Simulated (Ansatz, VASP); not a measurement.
## SrTe in VASP and in Ansatz

INCAR

```
SYSTEM = SrTe
PREC = Accurate
ENCUT = 520
EDIFF = 1E-6
ISMEAR = -1
SIGMA = 0.03
LREAL = .False.
LASPH = .True.
NELM = 100
ALGO = Normal
ISIF = 2
LWAVE = .False.
LCHARG = .False.
GGA = PE
NBANDS = 15
```

KPOINTS

```
regular mesh
0
Gamma
  11 11 11
  0 0 0
```

POSCAR

```
SrTe
1.0
    0.0000000000      3.3591786648      3.3591786648
    3.3591786648      0.0000000000      3.3591786648
    3.3591786648      3.3591786648      0.0000000000
Sr Te
1 1
Direct
    0.0000000000      0.0000000000      0.0000000000
    0.5000000000      0.5000000000      0.5000000000
```

Input for Ansatz:

```yaml
crystal:
  lattice:
    - [0.0, 3.3591786648, 3.3591786648]
    - [3.3591786648, 0.0, 3.3591786648]
    - [3.3591786648, 3.3591786648, 0.0]
  atoms:
    - { symbol: Sr, position: [0.0, 0.0, 0.0] }
    - { symbol: Te, position: [0.5, 0.5, 0.5] }
kpoints:
  mp_grid: { grid: [11, 11, 11] }
  band_path:
    path:
      - [0.0, 0.0, 0.0]
      - [0.5, 0.0, 0.5]
      - [0.625, 0.25, 0.625]
      - [0.375, 0.375, 0.75]
      - [0.0, 0.0, 0.0]
      - [0.5, 0.5, 0.5]
      - [0.5, 0.25, 0.75]
      - [0.5, 0.0, 0.5]
    npoints: 14
scf:
  occupations: { method: fermi_dirac, width: 0.03 }
hamiltonian:
  xc: pbe
  pseudopotentials: { kind: all_electron, lapw: { basis_error: 0.00025 } }
output:
  forces: true
  stress: true
  eigenvalues: true
  populations: true
  dos: { projected: true, de: 0.2, e_range: [-14, 8] }
```

The cell comes from a database or a generator and needn't be the stable form of this composition.

Alike in both runs: task single point; functional PBE; k mesh 11 × 11 × 11; occupations fermi-dirac, width 0.03 eV; no spin polarisation.

|  | VASP | Ansatz |
| --- | --- | --- |
| version | VASP 6.6.1 | Ansatz 0.2.0 |
| potentials or method | VASP PAW PBE potentials, release 64 (Sr_sv, Te) | all-electron LAPW, scalar-relativistic |
| plane-wave cutoff (eV) | 520 | see its input |

```csv
,VASP,Ansatz,Ansatz less VASP
gap on the k mesh at the Fermi level (eV),1.78,1.80,+0.023
pressure (GPa),0.1,0.0,-0.08
```

Ansatz ran all-electron here, so the differences hold the error of VASP's frozen core and of both bases.

Caveats: spin-orbit coupling is left out, which moves the levels of the heavy elements; an odd mesh through Γ misses points on the zone boundary, where band edges often lie.
